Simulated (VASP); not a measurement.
Write the native input for VASP 6.6.1 that does the following.

```
Task                   : single point
Functional             : PBEsol
Potentials or basis    : VASP PAW PBE potentials, release 64 (Os)
Cutoff                 : 520 eV
k mesh                 : 18 × 18 × 18
Occupations            : gaussian, width 0.1 eV
Spin                   : non-collinear spin, zero start, spin-orbit coupling
Starting moments       : [[0.0, 0.0, 0.0]] μB
Further INCAR settings : ALGO = Normal; EDIFF = 1e-07
```

The structure of Os lies in POSCAR:

```
Os
1.0
    0.0000000000      1.9111500000      1.9111500000
    1.9111500000      0.0000000000      1.9111500000
    1.9111500000      1.9111500000      0.0000000000
Os
1
Direct
    0.0000000000      0.0000000000      0.0000000000
```

This isn't the form of Os at room conditions, which is hcp.

These files were run (other wordings do the same):

INCAR

```
SYSTEM = Os
  PREC = Accurate
  ENCUT = 520
  EDIFF = 1E-7
  ISMEAR = 0
  SIGMA = 0.1
  LREAL = .False.
  LASPH = .True.
  NELM = 60
  ALGO = Normal
  ISIF = 2
  LWAVE = .False.
  LCHARG = .True.
  MAGMOM = 0 0 0
  LORBIT = 11
  LSORBIT = .True.
  GGA_COMPAT = .False.
  LMAXMIX = 4
  GGA = PS
  LVHAR = .True.
```

KPOINTS

```
Automatic mesh
0
Gamma
  18 18 18
  0 0 0
```

Potentials or basis: VASP PAW PBE potentials, release 64 (Os).

Launch:

```console
$ cat potpaw_PBE.64/Os/POTCAR > POTCAR
$ mpirun -np 1 vasp_ncl > vasp.out
```

Results of the run:

```yaml
Pressure: 0.2 GPa
Net_moment: 0.00 μB per cell
Valence_electrons_inside_the_program's_atomic_spheres: Os 7.48
```

Caveat: the PAW data sets were made with another functional, which shifts forces and pressure a little.

It took 37 s on 1 thread of Intel(R) Xeon(R) 6975P-C (Granite Rapids) (shared host), peak memory 0.21 GiB.
